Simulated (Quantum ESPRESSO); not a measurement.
# AlP(110), H on both faces: a series in the number of layers, part 3 of 12

What law, if any, do the results for AlP(110), H on both faces follow against the number of layers?

Quantum ESPRESSO 7.5; plane-wave DFT, PBE, GBRV ultrasoft pseudopotentials.

So far. Step 2 (Relaxing cell and ions of the reference):  The last row is no step: it is a fresh SCF in the final cell with a new plane-wave basis, +0 meV from the row before.

The structure was built from a prototype and need not be the compound's stable phase.

**4. Relaxing the ions, 3 layers**

What the set-up leaves free in this member is relaxed.

System of this step: AlP(110), H on both faces, 3 layers. The cell holds 10 atoms: 4 H, 3 Al and 3 P. Its edges and angles: a = 5.503 Å, b = 3.894 Å, c = 22.447 Å, α = 90.0°, β = 90.0°, γ = 90.0°. It derives from AlP. Vacuum lies along c.

m0.relax.in

```
&control
  prefix = 'm0.relax'
  outdir = './out'
  pseudo_dir = './pseudo'
  nstep = 80
  forc_conv_thr = 0.0006
  calculation = 'relax'
/
&system
  ibrav = 0
  nat = 10
  ntyp = 3
  ecutwfc = 40
  ecutrho = 200
  occupations = 'smearing'
  smearing = 'fd'
  degauss = 0.002
/
&electrons
  conv_thr = 1e-08
  mixing_beta = 0.4
  electron_maxstep = 120
  mixing_mode = 'plain'
/
&ions
/
ATOMIC_SPECIES
  H   1.0080  h_pbe_v1.4.uspp.F.UPF
  Al  26.9815  al_pbe_v1.uspp.F.UPF
  P   30.9738  p_pbe_v1.5.uspp.F.UPF
CELL_PARAMETERS angstrom
  5.50329919300000 0.00000000000000 0.00000000000000
  0.00000000000000 3.89386087700000 0.00000000000000
  0.00000000000000 0.00000000000000 22.44671343675356
ATOMIC_POSITIONS crystal
  H   0.835491847100 0.000000000000 0.356189452017
  H   0.399838636100 0.500000000000 0.361278932737
  Al  0.000000000000 0.000000000000 0.413264342952
  P   0.250000000000 0.500000000000 0.413264342952
  Al  0.500000000000 0.500000000000 0.500000000000
  P   0.750000000000 0.000000000000 0.500000000000
  Al  0.000000000000 0.000000000000 0.586735657048
  P   0.250000000000 0.500000000000 0.586735657048
  H   0.399838636100 0.500000000000 0.638721067263
  H   0.835491847100 0.000000000000 0.643810547983
K_POINTS automatic
  4 4 1 0 0 0
```

The run is started by

```bash
OMP_NUM_THREADS=1 mpirun -n 4 pw.x -nk 1 -in m0.relax.in > m0.relax.out
```

Log:

```text
[banner, memory and clock lines left out]
Program PWSCF v.7.5 starts

          URL

     Message from routine setup:
     using ibrav=0 with symmetry is DISCOURAGED, use correct ibrav instead

     bravais-lattice index     =            0
     lattice parameter (alat)  =      10.3997  a.u.
     unit-cell volume          =    3246.0329 (a.u.)^3
     number of atoms/cell      =           10
     number of atomic types    =            3
     number of electrons       =        28.00
     number of Kohn-Sham states=           18
     kinetic-energy cutoff     =      40.0000  Ry
     charge density cutoff     =     200.0000  Ry
     scf convergence threshold =      1.0E-08
     mixing beta               =       0.4000
     number of iterations used =            8  plain     mixing
     energy convergence thresh.=      1.0E-04
     force convergence thresh. =      6.0E-04
     Exchange-correlation=  SLA  PW   PBX  PBC
                           (   1   4   3   4   0   0   0)
     nstep                     =           80

     celldm(1)=  10.399728  celldm(2)=   0.000000  celldm(3)=   0.000000
     celldm(4)=   0.000000  celldm(5)=   0.000000  celldm(6)=   0.000000

     crystal axes: (cart. coord. in units of alat)
               a(1) = (   1.000000   0.000000   0.000000 )
               a(2) = (   0.000000   0.707550   0.000000 )
               a(3) = (   0.000000   0.000000   4.078774 )

     reciprocal axes: (cart. coord. in units 2 pi/alat)
               b(1) = (  1.000000  0.000000  0.000000 )
               b(2) = (  0.000000  1.413327  0.000000 )
               b(3) = (  0.000000  0.000000  0.245172 )

     PseudoPot. # 1 for H  read from file:
     ./pseudo/h_pbe_v1.4.uspp.F.UPF
     Pseudo is Ultrasoft, Zval =  1.0
     Generated by new atomic code, or converted to UPF format
     Using radial grid of  615 points,  2 beta functions with:
                l(1) =   0
                l(2) =   0
     Q(r) pseudized with  8 coefficients,  rinner =    0.700

     PseudoPot. # 2 for Al read from file:
     ./pseudo/al_pbe_v1.uspp.F.UPF
     Pseudo is Ultrasoft + core correction, Zval =  3.0
     Generated by new atomic code, or converted to UPF format
     Using radial grid of  893 points,  3 beta functions with:
                l(1) =   0
                l(2) =   1
                l(3) =   2
     Q(r) pseudized with  8 coefficients,  rinner =    0.900   0.900   0.900
                                                       0.900   0.900

     PseudoPot. # 3 for P  read from file:
     ./pseudo/p_pbe_v1.5.uspp.F.UPF
     Pseudo is Ultrasoft + core correction, Zval =  5.0
     Generated by new atomic code, or converted to UPF format
     Using radial grid of  903 points,  6 beta functions with:
                l(1) =   0
                l(2) =   0
                l(3) =   1
                l(4) =   1
                l(5) =   2
                l(6) =   2
     Q(r) pseudized with  8 coefficients,  rinner =    1.300   1.300   1.300
                                                       1.300   1.300

     atomic species   valence    mass     pseudopotential
     H                 1.00     1.00800     H ( 1.00)
     Al                3.00    26.98150     Al( 1.00)
     P                 5.00    30.97380     P ( 1.00)

      4 Sym. Ops. (no inversion) found

   Cartesian axes

     site n.     atom                  positions (alat units)
         1        H      tau(   1) = (   0.8354918   0.0000000   1.4528163  )
         2        H      tau(   2) = (   0.3998386   0.3537751   1.4735751  )
         3        Al     tau(   3) = (   0.0000000   0.0000000   1.6856118  )
         4        P      tau(   4) = (   0.2500000   0.3537751   1.6856118  )
         5        Al     tau(   5) = (   0.5000000   0.3537751   2.0393870  )
         6        P      tau(   6) = (   0.7500000   0.0000000   2.0393870  )
         7        Al     tau(   7) = (   0.0000000   0.0000000   2.3931621  )
         8        P      tau(   8) = (   0.2500000   0.3537751   2.3931621  )
         9        H      tau(   9) = (   0.3998386   0.3537751   2.6051989  )
        10        H      tau(  10) = (   0.8354918   0.0000000   2.6259577  )

     number of k points=     9  Fermi-Dirac smearing, width (Ry)=  0.0020
                       cart. coord. in units 2pi/alat
        k(    1) = (   0.0000000   0.0000000   0.0000000), wk =   0.1250000
        k(    2) = (   0.0000000   0.3533318   0.0000000), wk =   0.2500000
        k(    3) = (   0.0000000  -0.7066636   0.0000000), wk =   0.1250000
        k(    4) = (   0.2500000   0.0000000   0.0000000), wk =   0.2500000
        k(    5) = (   0.2500000   0.3533318   0.0000000), wk =   0.5000000
        k(    6) = (   0.2500000  -0.7066636   0.0000000), wk =   0.2500000
        k(    7) = (  -0.5000000   0.0000000   0.0000000), wk =   0.1250000
        k(    8) = (  -0.5000000   0.3533318   0.0000000), wk =   0.2500000
        k(    9) = (  -0.5000000  -0.7066636   0.0000000), wk =   0.1250000

     Dense  grid:   155189 G-vectors     FFT dimensions: (  48,  36, 192)

     Smooth grid:   110935 G-vectors     FFT dimensions: (  45,  30, 180)

     Initial potential from superposition of free atoms

     starting charge      27.9921, renormalised to      28.0000

     negative rho (up, down):  2.969E-04 0.000E+00
     Starting wfcs are   28 randomized atomic wfcs

     per-process dynamical memory:    43.4 Mb

     Self-consistent Calculation

     iteration #  1     ecut=    40.00 Ry     beta= 0.40
     Davidson diagonalization with overlap
     ethr =  1.00E-02,  avg # of iterations =  3.0

     negative rho (up, down):  3.649E-04 0.000E+00

     total energy              =     -71.51004573 Ry
     estimated scf accuracy    <       0.48462968 Ry

     iteration #  2     ecut=    40.00 Ry     beta= 0.40
     Davidson diagonalization with overlap
     ethr =  1.73E-03,  avg # of iterations =  1.4

     negative rho (up, down):  4.479E-04 0.000E+00

     total energy              =     -71.50343595 Ry
     estimated scf accuracy    <       0.10481884 Ry

     iteration #  3     ecut=    40.00 Ry     beta= 0.40
     Davidson diagonalization with overlap
     ethr =  3.74E-04,  avg # of iterations =  4.7

     negative rho (up, down):  5.183E-04 0.000E+00

     total energy              =     -71.51493424 Ry
     estimated scf accuracy    <       0.00675753 Ry

     iteration #  4     ecut=    40.00 Ry     beta= 0.40
     Davidson diagonalization with overlap
     ethr =  2.41E-05,  avg # of iterations =  6.8

     negative rho (up, down):  5.707E-04 0.000E+00

     total energy              =     -71.51551098 Ry
[...]
negative rho (up, down):  6.489E-04 0.000E+00

     End of self-consistent calculation

          k = 0.0000 0.0000 0.0000 ( 13939 PWs)   bands (ev):

   -13.9613 -13.2480 -12.2426  -7.8179  -7.6110  -7.4506  -6.1272  -5.4174
    -5.2736  -4.4594  -3.6307  -3.6151  -3.5605  -2.8872  -0.2704   0.6077
     0.8933   1.3407

          k = 0.0000 0.3533 0.0000 ( 13881 PWs)   bands (ev):

   -13.5927 -12.9931 -12.1390  -7.7179  -7.6123  -7.3793  -6.1831  -5.6916
    -5.5282  -5.0378  -4.5608  -4.4153  -3.9238  -3.7267   0.3338   0.6870
     1.1317   1.5521

          k = 0.0000-0.7067 0.0000 ( 13834 PWs)   bands (ev):

   -13.0104 -12.6859 -12.2186  -7.9529  -7.8763  -7.2837  -6.3997  -6.3408
    -5.3620  -4.9830  -4.7117  -4.6105  -4.5462  -4.0581  -0.3575   0.3565
     0.4539   0.6742

          k = 0.2500 0.0000 0.0000 ( 13897 PWs)   bands (ev):

   -13.7975 -13.2152 -12.5134  -8.1098  -7.9550  -6.9773  -6.1384  -5.4104
    -4.7033  -4.2805  -3.7543  -3.5802  -3.5349  -3.1860  -0.0664   0.5057
     0.7608   1.0726

          k = 0.2500 0.3533 0.0000 ( 13858 PWs)   bands (ev):

   -13.4602 -12.9673 -12.3180  -7.8795  -7.7838  -7.2252  -6.1009  -6.0987
    -5.1541  -5.0807  -4.5708  -4.3400  -3.8514  -3.7144   0.7862   0.8139
     1.3938   1.5233

          k = 0.2500-0.7067 0.0000 ( 13834 PWs)   bands (ev):

   -12.9811 -12.6713 -12.1769  -7.9315  -7.7660  -7.5568  -6.9349  -6.4636
    -5.2232  -4.9900  -4.7571  -4.7053  -4.1356  -4.0185   0.3493   0.4300
     0.4997   1.5138

          k =-0.5000 0.0000 0.0000 ( 13860 PWs)   bands (ev):

   -13.5268 -13.1812 -12.8871  -8.2331  -8.1452  -6.9880  -6.0707  -4.8333
    -4.4712  -3.9852  -3.8503  -3.7275  -3.6157  -3.5085   0.1042   0.3923
     0.6545   1.6488

          k =-0.5000 0.3533 0.0000 ( 13834 PWs)   bands (ev):

   -13.2659 -12.9409 -12.5606  -7.9523  -7.9452  -7.0987  -6.3177  -6.0101
    -5.3421  -5.1664  -4.2134  -4.0528  -3.9845  -3.7086   1.0606   1.2171
     1.5838   1.7651

          k =-0.5000-0.7067 0.0000 ( 13804 PWs)   bands (ev):

   -12.9509 -12.6565 -12.1332  -7.9159  -7.8017  -7.6347  -7.2828  -6.5334
    -5.3444  -5.2344  -4.8241  -4.4373  -3.9841  -3.8762   1.0070   1.1827
     1.2386   1.6859

     the Fermi energy is    -2.0304 ev

!    total energy              =     -71.52660152 Ry
     estimated scf accuracy    <          7.4E-11 Ry
     smearing contrib. (-TS)   =      -0.00000000 Ry
     internal energy E=F+TS    =     -71.52660152 Ry

     The total energy is F=E-TS. E is the sum of the following terms:
     one-electron contribution =    -437.29862116 Ry
     hartree contribution      =     223.30840516 Ry
     xc contribution           =     -33.35520000 Ry
     ewald contribution        =     175.81881448 Ry

     convergence has been achieved in   7 iterations

     negative rho (up, down):  6.489E-04 0.000E+00

     Forces acting on atoms (cartesian axes, Ry/au):

     atom    1 type  1   force =     0.00010879    0.00000000   -0.00085821
     atom    2 type  1   force =     0.00043656    0.00000000    0.00015750
     atom    3 type  2   force =    -0.00071057    0.00000000    0.00049902
     atom    4 type  3   force =     0.00033409    0.00000000    0.00021631
     atom    5 type  2   force =     0.00074980    0.00000000    0.00000000
     atom    6 type  3   force =    -0.00108755    0.00000000    0.00000000
     atom    7 type  2   force =    -0.00071057    0.00000000   -0.00049902
     atom    8 type  3   force =     0.00033409    0.00000000   -0.00021631
     atom    9 type  1   force =     0.00043656    0.00000000   -0.00015750
     atom   10 type  1   force =     0.00010879    0.00000000    0.00085821

     Total force =     0.002345     Total SCF correction =     0.000008
     Energy error            =      2.6E-05 Ry
     Gradient error          =      1.1E-03 Ry/Bohr

     number of scf cycles    =  14
     number of bfgs steps    =  13

     energy             old  =     -71.5265756937 Ry
     energy             new  =     -71.5266015162 Ry

     CASE: energy            _new < energy            _old

     new trust radius        =       0.0119038393 bohr
     new conv_thr            =            1.0E-10 Ry

ATOMIC_POSITIONS (crystal)
H                0.8284882388       -0.0000000000        0.3517754751
H                0.3980784095        0.5000000000        0.3652160729
Al              -0.0040024836        0.0000000000        0.4097827547
P                0.2470289818        0.5000000000        0.4168076965
Al               0.5165876785        0.5000000000        0.5000000000
P                0.7648869950        0.0000000000        0.5000000000
Al              -0.0040024836        0.0000000000        0.5902172453
P                0.2470289818        0.5000000000        0.5831923035
H                0.3980784095        0.5000000000        0.6347839271
H                0.8284882388        0.0000000000        0.6482245249

     XML data file
     NEW-OLD atomic charge density approx. for the potential

     negative rho (up, down):  6.570E-04 0.000E+00

     per-process dynamical memory:    91.6 Mb

     Self-consistent Calculation

     iteration #  1     ecut=    40.00 Ry     beta= 0.40
     Davidson diagonalization with overlap
     ethr =  1.00E-06,  avg # of iterations =  3.0

     Threshold (ethr) on eigenvalues was too large:
     Diagonalizing with lowered threshold

     Davidson diagonalization with overlap
     ethr =  6.99E-08,  avg # of iterations =  3.1

     negative rho (up, down):  6.538E-04 0.000E+00

     total energy              =     -71.52662116 Ry
     estimated scf accuracy    <       0.00002299 Ry

     iteration #  2     ecut=    40.00 Ry     beta= 0.40
     Davidson diagonalization with overlap
     ethr =  8.21E-08,  avg # of iterations =  1.8

     negative rho (up, down):  6.507E-04 0.000E+00

     total energy              =     -71.52662195 Ry
     estimated scf accuracy    <       0.00000495 Ry

     iteration #  3     ecut=    40.00 Ry     beta= 0.40
     Davidson diagonalization with overlap
     ethr =  1.77E-08,  avg # of iterations =  2.0

     negative rho (up, down):  6.496E-04 0.000E+00

     total energy              =     -71.52662248 Ry
     estimated scf accuracy    <       0.00000045 Ry

     iteration #  4     ecut=    40.00 Ry     beta= 0.40
     Davidson diagonalization with overlap
     ethr =  1.60E-09,  avg # of iterations =  5.4

     negative rho (up, down):  6.493E-04 0.000E+00

     total energy              =     -71.52662271 Ry
     estimated scf accuracy    <       0.00000004 Ry

     iteration #  5     ecut=    40.00 Ry     beta= 0.40
     Davidson diagonalization with overlap
     ethr =  1.42E-10,  avg # of iterations =  5.0

     negative rho (up, down):  6.494E-04 0.000E+00

     total energy              =     -71.52662275 Ry
     estimated scf accuracy    <          5.9E-09 Ry

     iteration #  6     ecut=    40.00 Ry     beta= 0.40
     Davidson diagonalization with overlap
     ethr =  2.11E-11,  avg # of iterations =  3.4

     negative rho (up, down):  6.494E-04 0.000E+00

     total energy              =     -71.52662275 Ry
     estimated scf accuracy    <          7.3E-10 Ry

     iteration #  7     ecut=    40.00 Ry     beta= 0.40
     Davidson diagonalization with overlap
     ethr =  2.62E-12,  avg # of iterations =  3.8

     negative rho (up, down):  6.494E-04 0.000E+00

     total energy              =     -71.52662275 Ry
     estimated scf accuracy    <          1.3E-10 Ry

     iteration #  8     ecut=    40.00 Ry     beta= 0.40
     Davidson diagonalization with overlap
     ethr =  4.57E-13,  avg # of iterations =  4.1

     negative rho (up, down):  6.495E-04 0.000E+00

     End of self-consistent calculation

          k = 0.0000 0.0000 0.0000 ( 13939 PWs)   bands (ev):

   -13.9638 -13.2486 -12.2448  -7.8245  -7.6158  -7.4501  -6.1269  -5.4205
    -5.2817  -4.4606  -3.6342  -3.6209  -3.5594  -2.8871  -0.2731   0.6100
     0.8926   1.3369

          k = 0.0000 0.3533 0.0000 ( 13881 PWs)   bands (ev):

   -13.5951 -12.9939 -12.1419
```

Run time: 3.7 min. Hardware: 4 MPI ranks of Arm Neoverse V1, shared host; peak memory 0.88 GiB; 15 min of CPU time.

Relaxation path:

```
step  energy less that of the first step (eV)  largest force (eV/Å)
   1                                   0.0000                0.4476
   2                                  -0.0239                0.4151
   3                                  -0.0462                0.3713
   4                                  -0.0749                0.3002
   5                                  -0.1087                0.2172
   6                                  -0.1382                0.1558
   7                                  -0.1440                0.1121
   8                                  -0.1451                0.0752
   9                                  -0.1461                0.0531
  10                                  -0.1466                0.0287
  11                                  -0.1467                0.0320
  12                                  -0.1469                0.0332
  13                                  -0.1472                0.0304
  14                                  -0.1475                0.0280
  15                                  -0.1478                0.0294
  16                                  -0.1479                0.0221
  17                                  -0.1479                0.0115
```

The atoms that moved most (Å):

```
atom      dx     dy      dz  length
  H1  -0.037  0.000  -0.102   0.109
 H10  -0.037  0.000   0.102   0.109
 Al5   0.091  0.000   0.000   0.091
  H2  -0.008  0.000   0.090   0.091
  H9  -0.008  0.000  -0.090   0.091
  P4  -0.017  0.000   0.080   0.082
  P8  -0.017  0.000  -0.080   0.082
 Al7  -0.024  0.000   0.078   0.082
```

The relaxed structure:

```cif
data_structure
_symmetry_space_group_name_H-M 'P 1'
_symmetry_Int_Tables_number 1
_cell_length_a 5.5033
_cell_length_b 3.8939
_cell_length_c 22.4467
_cell_angle_alpha 90.000
_cell_angle_beta 90.000
_cell_angle_gamma 90.000
_cell_volume 481.01
loop_
_atom_site_label
_atom_site_type_symbol
_atom_site_fract_x
_atom_site_fract_y
_atom_site_fract_z
_atom_site_occupancy
H1 H 0.82870 0.00000 0.35165 1
H2 H 0.39837 0.50000 0.36530 1
Al3 Al 0.99573 0.00000 0.40978 1
P4 P 0.24699 0.50000 0.41683 1
Al5 Al 0.51659 0.50000 0.50000 1
P6 P 0.76448 0.00000 0.50000 1
Al7 Al 0.99573 0.00000 0.59022 1
P8 P 0.24699 0.50000 0.58317 1
H9 H 0.39837 0.50000 0.63470 1
H10 H 0.82870 0.00000 0.64835 1
```

The relaxation lowers the energy by 15 meV an atom.

Read from the output:

* free energy: -973.1694 eV
* Fermi energy: -2.026 eV

(Part 3 of 12 ends here.)

[Logs are printed without paths, hosts, clocks, repeated set-up lines and the standing remarks that a program may print on its own settings, such as how far it seeks lower states.]

[Hosts, paths, dates, database ids (printed as entryN), source tags and the programs' standing remarks are cut or masked in the printed files.]

[Maps of the electrostatic potential energy from Ansatz leave out the sawtooth potential of an applied field or a dipole correction, so their vacuum need not be flat; planar profiles and work functions include it.]
